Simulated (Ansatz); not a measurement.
Set up this calculation in Ansatz 0.2.0, as the native input.

* Task: relaxation of cell and atoms
* Functional: PBE
* Potentials or basis: Ansatz PAW
* Cutoff: 420 eV (not typed: the program's choice for these potentials)
* k mesh: 7 × 7 × 5
* Occupations: fermi-dirac, width 0.05 eV
* Spin: no spin polarisation

Te:

```
Te
1.0
     4.45400    0.00000    0.00000
    -2.22700    3.85728    0.00000
     0.00000    0.00000    5.92400
Te
3
Direct
  0.73100 0.73100 0.00000
  0.00000 0.26900 0.66667
  0.26900 0.00000 0.33333
```

The input as run:

input.yaml

```yaml
crystal:
  lattice:
    - [4.454, 0.0, 0.0]
    - [-2.227, 3.8572771485, 0.0]
    - [0.0, 0.0, 5.924]
  atoms:
    - { symbol: Te, position: [0.731, 0.731, 0.0] }
    - { symbol: Te, position: [0.0, 0.269, 0.6666666667] }
    - { symbol: Te, position: [0.269, 0.0, 0.3333333333] }
hamiltonian:
  xc: pbe
  pseudopotentials: { kind: paw }
kpoints:
  mp_grid: { grid: [7, 7, 5] }
scf:
  occupations: { method: fermi_dirac, width: 0.05 }
output:
  forces: true
  stress: true
  eigenvalues: true
relax:
  f_tol: 0.01
  max_steps: 40
  cell: { stress_tol: 0.05 }
```

Potentials or basis: Ansatz PAW.

Run with:

```console
$ ansatz run input.yaml --threads 2 --pin off --max-ram 5632MiB --backend cpu --events-out ev --progress --plain --runs-dir out
```

It gave:

```json
{
  "Relaxed volume": "35.14 Å³/atom",
  "Relaxed cell": "a = 4.522 Å, b = 4.522 Å, c = 5.954 Å, α = 90.00°, β = 90.00°, γ = 120.00°",
  "Space group after relaxing (to 0.05 Å)": "P3_121 (No. 152)",
  "Energy gained by relaxing": "4.8 meV/atom",
  "Ionic steps": "6",
  "Pressure after relaxing": "0.0 GPa",
  "Band gap on the k mesh": "0.62 eV, indirect (least direct gap 0.81 eV)"
}
```

Caveat: odd divisions of the mesh miss points on the zone boundary, where band edges often lie, so the gap on the mesh can be too wide; the plane-wave basis is chosen anew once the cell has moved, so the energies of steps on either side of that aren't comparable; spin-orbit coupling is left out, which moves the levels of the heavy elements.

Run time: 16 s on 2 threads of Intel(R) Xeon(R) 6975P-C (Granite Rapids), with other jobs on the host, peak memory 0.44 GiB.
